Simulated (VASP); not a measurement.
# Hf: equation of state with PBEsol

The system is Hf.

```xyz
1
Lattice="0.0000 2.2055 2.2055 2.2055 0.0000 2.2055 2.2055 2.2055 0.0000" Properties=species:S:1:pos:R:3 pbc="T T T"
Hf    0.0000    0.0000    0.0000
```

This isn't the form of Hf at room conditions, which is hcp.

| Property | Result |
| --- | --- |
| Program | VASP 6.6.1 |
| Task | equation of state |
| Functional | PBEsol |
| Potentials or basis | VASP PAW PBE potentials, release 64 (Hf_pv) |
| Cutoff | 520 eV |
| k mesh | 8 × 8 × 8 |
| Occupations | fermi-dirac, width 0.05 eV |
| Spin | no spin polarisation |
| Ladder | gaps |
| Further INCAR settings | ALGO = Fast; EDIFF = 1e-07 |

| Property | Result |
| --- | --- |
| Equilibrium volume | 21.46 Å³/atom |
| Bulk modulus | 103 GPa |
| Pressure derivative of the bulk modulus | 2.9 (rough: it moves with the points fitted) |

Energy against volume, from the lowest point:
```
volume (Å³/atom)  energy (meV/atom)
          20.599              11.71
          21.028               2.89
          21.457               0.00
          21.886               2.62
          22.315              10.32
```

All runs of the series together: 32 s on 1 thread of Intel(R) Xeon(R) Platinum 8488C (Sapphire Rapids) (shared host).

Caveat: the fit is doubtful: noisy points or a state that changes with volume; the PAW data sets were made with another functional, which shifts forces and pressure a little. The run has no spin-orbit coupling, so splittings on Hf are missing.
